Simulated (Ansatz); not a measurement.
Free-standing chains of the atoms of Ir, named by their start (strip: triangular double chain, ladder: square double chain); atoms and period are relaxed, and energies count from relaxed bulk Ir (Fm-3m, 14.05 Å³/atom, gap on the mesh 0.00 eV).

All numbers below come from Ansatz 0.2.0, DFT PBEsol, scalar-relativistic, plane waves, PAW.

Cutoff 420 eV; k points 1×1×13 on the computed 2-atom cell (Γ-centred); Gaussian smearing, width 0.05 eV; collinear spin from starting moments 1.5 1.5 μB.

Start (dimerised chain):

```xyz
2
Lattice="9.0000 0.0000 0.0000 0.0000 9.3000 0.0000 0.0000 0.0000 4.8751" Properties=species:S:1:pos:R:3 pbc="T T T"
Ir    4.5000    4.6500    0.0000
Ir    4.5000    4.6500    2.2669
```

**Question.** What does the relaxation give?

**Answer.** The free energy falls by 380 meV/atom.

| Item | Value |
| --- | --- |
| excess energy (eV per host atom) | 4.367 |
| period (Å) | 4.502 |
| gap on the mesh (eV) | 0 |
| highest filled level or Fermi level under vacuum (eV) | 5.74 |
| size of the moment (μB per cell) | 1.08 |

Relaxed structure:
```
CELL_PARAMETERS angstrom
9.00000 0.00000 0.00000
0.00000 9.30000 0.00000
0.00000 0.00000 4.50234
ATOMIC_POSITIONS crystal
Ir 0.50000 0.50000 0.98250
Ir 0.50000 0.50000 0.48250
```

Spin-orbit coupling is left out, which matters for the bands of heavy elements.

Each run keeps its start's symmetry and one magnetic start, so lower states can exist.

It took 51 s on 2 threads of AMD EPYC (Zen 3) (shared host), peak memory 0.66 GiB.